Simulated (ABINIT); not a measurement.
Co in ABINIT: convergence with k mesh

Crystal: Co.

```xyz
2
Lattice="2.4720 0.0000 0.0000 -1.2360 2.1408 0.0000 0.0000 0.0000 4.0211" Properties=species:S:1:pos:R:3 pbc="T T T"
Co    1.2360    0.7136    3.0159
Co    0.0000    1.4272    1.0053
```

* Program: ABINIT 10.8.3 (patched build)
* Task: single point
* Functional: PBE
* Potentials or basis: JTH PAW PBE v2.0
* Cutoff: 707 eV
* k mesh: 2 × 2 × 1
* Occupations: fermi-dirac, width 0.1 eV
* Spin: collinear spin, ferromagnetic start
* Starting moments: [2.0, 2.0] μB

These are the settings of the first run; the series varies k mesh, with any setting tied to it.

Hardware: 1 thread of Arm Neoverse V1, with other jobs on the host.

Question: The values tried are 2 × 2 × 1, 3 × 3 × 2, 4 × 4 × 3, 6 × 6 × 4, 8 × 8 × 4, 9 × 9 × 5, 10 × 10 × 6, 12 × 12 × 8, 15 × 15 × 9, loosest first. From which on does the largest site moment stay within 0.02 μB of the tightest run that finished?

Answer: From 12 × 12 × 8 on.

```tsv
k mesh	energy less the tightest run, at zero smearing (meV/atom)	pressure (GPa)	largest site moment (μB)	SCF cycles	CPU time (s)	peak memory (GiB)
2 × 2 × 1	335.86	3.55	1.52	16	9.4	0.12
3 × 3 × 2	137.27	11.23	1.83	20	20	0.12
4 × 4 × 3	-5.28	3.52	1.57	16	19	0.12
6 × 6 × 4	-12.48	4.90	1.67	16	39	0.13
8 × 8 × 4	-2.99	5.23	1.68	21	68	0.14
9 × 9 × 5	0.34	4.20	1.62	17	70	0.15
10 × 10 × 6	0.10	5.78	1.71	19	110	0.16
12 × 12 × 8	4.11	5.35	1.68	16	160	0.2
15 × 15 × 9	0.00	5.23	1.68	19	260	0.23
```

Not settled before the last step: the energy (to 1 meV/atom), the pressure (to 0.1 GPa). Meshes of other sizes hit other points, so gaps and Fermi surfaces needn't settle smoothly. The tightest run that finished is the yardstick and may itself not be fully converged.
